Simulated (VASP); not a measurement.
Wanted: the native input for a VASP 6.6.1 run.

- Task: relaxation of cell and atoms
- Functional: LDA
- Potentials or basis: VASP PAW LDA potentials, release 64 (C)
- Cutoff: 600 eV
- k mesh: 15 × 15 × 1
- Occupations: gaussian, width 0.03 eV
- Spin: no spin polarisation
- Further INCAR settings: ALGO = Normal; EDIFF = 1e-06; IBRION = 2; EDIFFG = -0.01; NSW = 90; ISIF = 3

The structure of C lies in POSCAR:

```
C
1.0
    2.4700000000      0.0000000000      0.0000000000
   -1.2350000000      2.1390827500      0.0000000000
    0.0000000000      0.0000000000     21.4289500000
C
4
Direct
    0.0000000000      0.0000000000      0.4199925800
    0.6666666700      0.3333333300      0.4215768900
    0.0000000000      0.0000000000      0.5784231100
    0.3333333300      0.6666666700      0.5800074200
```

The slab is cut from a database's or a generator's crystal, which needn't be the stable form of the element.

One way to write it, as run:

INCAR

```
SYSTEM = C
  ALGO = Normal
  EDIFF = 1E-6
  EDIFFG = -0.01
  ENCUT = 600
  GGA = CA
  IBRION = 2
  ISIF = 3
  ISMEAR = 0
  LASPH = .TRUE.
  LATTICE_CONSTRAINTS = .TRUE. .TRUE. .FALSE.
  LCHARG = .FALSE.
  LREAL = .FALSE.
  LWAVE = .FALSE.
  NELM = 80
  NSW = 90
  PREC = Accurate
  SIGMA = 0.03
```

KPOINTS

```
k-points
0
G
  15 15 1
  0 0 0
```

Potentials or basis: VASP PAW LDA potentials, release 64 (C).

Launch:

```sh
$ cat potpaw_LDA.64/C/POTCAR > POTCAR
$ mpirun -np 1 vasp_std > vasp.out
```

Results of the run:

The relaxed volume is 27.76 Å³/atom, the relaxed cell is a = 2.446 Å, b = 2.446 Å, c = 21.429 Å, α = 90.00°, β = 90.00°, γ = 120.00° and the space group after relaxing (to 0.05 Å) is P-3m1 (No. 164). The energy gained by relaxing is 11.8 meV/atom, the ionic steps are 22 and the largest force after relaxing is 0.004 eV/Å. The band gap on the k mesh is none (metal or under the smearing width).

It took 3.8 min on 1 thread of Intel(R) Xeon(R) Platinum 8488C (Sapphire Rapids), on a shared host, peak memory 0.21 GiB.
